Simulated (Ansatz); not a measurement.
A surface is cut from this relaxed crystal of MoS₂:

```
CELL_PARAMETERS angstrom
3.14150 0.00000 0.00000
-1.57075 2.72062 0.00000
0.00000 0.00000 17.33730
ATOMIC_POSITIONS crystal
Mo 0.00000 0.00000 0.00000
S 0.33333 0.66667 0.08987
S 0.33333 0.66667 0.91013
```

Miller indices refer to the conventional cell of P-6m2 (No. 187), a = 3.142 Å, b = 3.142 Å, c = 17.337 Å, α = 90.00°, β = 90.00°, γ = 120.00°. The bulk's gap is 1.80 eV.

The (001) slab of 5 planes, 31.6 Å thick with 15 Å of vacuum as cut; outer planes S (top) and S (bottom).

These are results of Ansatz, DFT PBEsol, scalar-relativistic, plane waves, PAW, not measurements. Settings: cutoff 420 eV, Γ-centred mesh 9×9×1 on the computed 5-atom cell, Gaussian smearing of 0.05 eV; no spin polarisation. The cell repeats along c with a dipole correction in the vacuum.

The slab isn't stoichiometric (MoS4), so its surface energy depends on the chemical potentials; it is given with the excess atoms taken from the element's standard state, a limit at which the compound may itself be unstable, so the figure can be too low. This cut of an insulator is polar or leaves open shells, so the slab is metallic here; real surfaces compensate by reconstruction or adsorbates.

With the atoms at the bulk's places:

```yaml
Surface_energy_with_the_excess_atoms_taken_from_the_elements: 3.88 J/m²
Gap_of_the_slab_on_the_mesh: none (metal or semimetal)
Work_function: 7.02 eV
```

Question: What changes when all atoms relax within this surface cell and its symmetry?

Answer: The energy changes by under 0.001 J/m² a face. No atom moved: the forces on the slab as cut lay under the relaxation's threshold already, so smaller changes of the spacings aren't resolved.

```yaml
Surface_energy_with_the_excess_atoms_taken_from_the_elements: 3.88 J/m²
Gap_of_the_slab_on_the_mesh: none (metal or semimetal)
Work_function: 7.02 eV
```

```tsv
plane (bottom to top)	atoms	spacing to next, bulk (Å)	relaxed (Å)	change (%)
1	S	14.221	14.221	0.0
2	S	1.558	1.558	0.0
3	Mo	1.558	1.558	0.0
4	S	14.221	14.221	0.0
5	S
```

Each cell of MoS2 holds layers, and where no dispersion correction was added their binding is poorly described.

The reference crystal is a form of MoS2, which isn't its usual structure.